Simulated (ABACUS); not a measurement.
**YN under changes of volume**

One of the cells (14.500 Å³/atom); the others are scaled copies at fixed shape and fractional positions:

```
Y N
1.0
     0.00000    2.43850    2.43850
     2.43850    0.00000    2.43850
     2.43850    2.43850    0.00000
Y N
1 1
Direct
  0.00000 0.00000 0.00000
  0.50000 0.50000 0.50000
```

| Quantity | Value |
| --- | --- |
| Program | ABACUS 3.10.1 |
| Functional | PBE |
| Potentials or basis | PseudoDojo NC SR 0.4.1 PBE standard |
| Cutoff | 1361 eV |
| Density cutoff | 5442 eV |
| Basis | TZDP LCAO (the cutoffs set its grid) |
| k mesh | 9 × 9 × 9 |
| Occupations | fermi-dirac, width 0.05 eV |
| Spin | no spin polarisation |

```tsv
volume (Å³/atom)	energy over the lowest point (meV/atom)	pressure (GPa)	gap on the mesh (eV)
13.630	49.86	15.1	0.13
13.920	26.66	10.6	0.17
14.210	11.08	6.6	0.20
14.500	?	?	?
14.790	0.00	-0.3	0.27
15.080	3.21	-3.2	0.30
15.370	11.48	-5.9	0.33
```

**Question.** What does the run at 14.500 Å³/atom give?

**Answer.** Energy over the lowest point 2.42 meV/atom; pressure 3.0 GPa; gap on the mesh 0.24 eV.

Worked out: A Birch-Murnaghan fit of order 3 (a polynomial in V^(-2/3)) to the other rows has its minimum at 14.77 Å³/atom with B0 = V·E''(V) = 159 GPa and B' = 4.2. It gives 2.43 meV/atom at 14.500 Å³/atom, against the run's 2.42, and -dE/dV = 3.0 GPa, against 3.0. A straight line through the other rows of the gap, of slope 1.66 eV per unit of ln V, gives 0.23 eV, against the run's 0.24.

Energies are extrapolated to zero smearing.

Caveats: the atomic orbitals were generated for these runs and aren't a published set; an odd mesh through Γ misses points on the zone boundary, where band edges often lie; the basis of atomic orbitals isn't converged, which shifts pressures, moduli and gaps. Spin-orbit coupling on Y is left out.
